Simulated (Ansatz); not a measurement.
# MoS2 under changes of volume

One of the cells (17.864 Å³/atom); the others are scaled copies at fixed shape and fractional positions:

```
Mo S
1.0
     3.16900    0.00000    0.00000
    -1.58450    2.74443    0.00000
     0.00000    0.00000   12.32400
Mo S
2 4
Direct
  0.66667 0.33333 0.75000
  0.33333 0.66667 0.25000
  0.66667 0.33333 0.37700
  0.33333 0.66667 0.87700
  0.66667 0.33333 0.12300
  0.33333 0.66667 0.62300
```

```yaml
Program: Ansatz 0.2.0
Functional: r2SCAN
Dispersion: D4
Potentials_or_basis: Ansatz PAW
Cutoff: "500 eV (not typed: the program's choice for these potentials)"
k_mesh: 10 × 10 × 3
Occupations: fermi-dirac, width 0.05 eV
Spin: no spin polarisation
```

```csv
volume (Å³/atom),energy over the lowest point (meV/atom),pressure (GPa),gap on the mesh (eV),largest force (eV/Å)
16.792,30.98,10.4,0.97,0.840
17.149,12.44,6.3,1.00,0.451
17.507,?,?,?,?
17.864,0.00,-0.5,1.03,0.242
18.221,4.45,-3.4,1.04,0.550
18.578,15.06,-6.0,1.06,0.834
18.936,31.19,-8.4,1.07,1.098
```

What does the run at 17.507 Å³/atom give?

Energy over the lowest point 2.40 meV/atom; pressure 2.7 GPa; gap on the mesh 1.01 eV; largest force 0.091 eV/Å.

Worked out: A Birch-Murnaghan fit of order 3 (a polynomial in V^(-2/3)) to the other rows has its minimum at 17.80 Å³/atom with B0 = V·E''(V) = 156 GPa and B' = 4.4 at fixed shape and positions, which overstates the stiffness. It gives 2.39 meV/atom at 17.507 Å³/atom, against the run's 2.40, and -dE/dV = 2.7 GPa, against 2.7. A straight line through the other rows of the gap, of slope 0.804 eV per unit of ln V, gives 1.01 eV, against the run's 1.01.

Energies are extrapolated to zero smearing.

Caveats: odd divisions of the mesh miss points on the zone boundary, where band edges often lie, so the gap on the mesh can be too wide; the PAW data sets come from PBE, with cores solved anew for the run's functional, which leaves a small shift of forces and pressure; forces of over 1 eV/Å show positions far from the minimum, so gaps and moduli don't describe the material at rest (some runs).

A mesh can miss the band edges. Spin-orbit coupling on Mo is left out.
